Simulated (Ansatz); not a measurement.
# WS₂: computed properties

The calculation used DFT PBE+D3(BJ), scalar-relativistic, plane waves, PAW in Ansatz.

Cutoff 420 eV; k points 12×12×2 on the computed 3-atom cell (Γ-centred); Gaussian smearing, width 0.02 eV; no spin polarisation.

The structure is relaxed at this level of theory with its symmetry kept. This form isn't the usual stable structure of the compound.

```cif
data_structure
_symmetry_space_group_name_H-M 'P-6m2'
_symmetry_Int_Tables_number 187
_cell_length_a 3.1597
_cell_length_b 3.1597
_cell_length_c 16.9395
_cell_angle_alpha 90.000
_cell_angle_beta 90.000
_cell_angle_gamma 120.000
_cell_volume 146.46
loop_
_atom_site_label
_atom_site_type_symbol
_atom_site_symmetry_multiplicity
_atom_site_Wyckoff_symbol
_atom_site_fract_x
_atom_site_fract_y
_atom_site_fract_z
_atom_site_occupancy
W1 W 1 c 0.33333 0.66667 0.00000 1
S1 S 2 i 0.66667 0.33333 0.90696 1
```

**Question.** Kohn–Sham band gap?

**Answer.** 1.92 eV.

**Question.** Löwdin character of the top 1 eV of the valence band?

**Answer.** W 5d 65 %, S 3p 30 %.

**Question.** Löwdin character of the lowest 1 eV of the conduction band?

**Answer.** W 5d 60 %, S 3p 33 %, unprojected 4 %.

**Question.** Bader charges (e)?

**Answer.** W (1 in the cell) 1.37, S (2 in the cell) -0.69.

Spin-orbit coupling is left out, which matters for the bands of heavy elements.